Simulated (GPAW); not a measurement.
Crystal: N.

```xyz
2
Lattice="2.5195 0.0000 0.0000 -1.2597 2.1819 0.0000 0.0000 0.0000 2.4460" Properties=species:S:1:pos:R:3 pbc="T T T"
N     0.0000    1.4546    1.8345
N     1.2597    0.7273    0.6115
```

The real solid is made of molecules; this cell is a model form.

| Item | Value |
| --- | --- |
| Program | GPAW 26.7.0 |
| Task | relaxation of cell and atoms |
| Functional | PBE |
| Potentials or basis | PAW data sets generated in the run's folder for this functional |
| Cutoff | 800 eV |
| Basis | pw |
| k mesh | 7 × 7 × 7 |
| Occupations | fermi-dirac, width 0.05 eV |
| Spin | collinear spin, ferromagnetic start |
| Starting moments | [0.5, 0.5] μB |

At the start: pressure 8.2 GPa; volume 6.72 Å³/atom.

**Question.** Where does the relaxation end?

**Answer.** Over 11 steps the energy falls by 12.8 meV/atom and the volume is 7.00 Å³/atom (+4.1 %); space group P6_3/mmc (No. 194, to 0.05 Å); moment 0.00 μB per cell.

Step by step:
```csv
step,energy change (eV),largest force (eV/Å),pressure (GPa),volume (Å³)
1,0.0000,0.0000,8.16,13.45
2,-0.0058,0.0000,7.00,13.52
3,-0.0146,0.0000,4.92,13.65
4,-0.0225,0.0000,2.31,13.82
5,-0.0257,0.0001,-0.45,14.02
6,-0.0259,0.0001,-0.44,14.02
7,-0.0258,0.0001,-0.43,14.02
8,-0.0258,0.0001,-0.40,14.01
9,-0.0259,0.0002,-0.36,14.01
10,-0.0258,0.0004,-0.32,14.00
11,-0.0257,0.0006,-0.26,14.00
```

Final structure:
```
N
1.0
     2.57037    0.00000    0.00000
    -1.28519    2.22601    0.00000
     0.00000    0.00000    2.44669
N
2
Direct
  0.33333 0.66667 0.75000
  0.66667 0.33333 0.25000
```

Caveat: the k mesh is coarse (spacing up to 0.41 Å⁻¹), so the values aren't converged; each step starts from the last one's moments, so a moment once lost doesn't come back; later steps reuse the first step's grids.
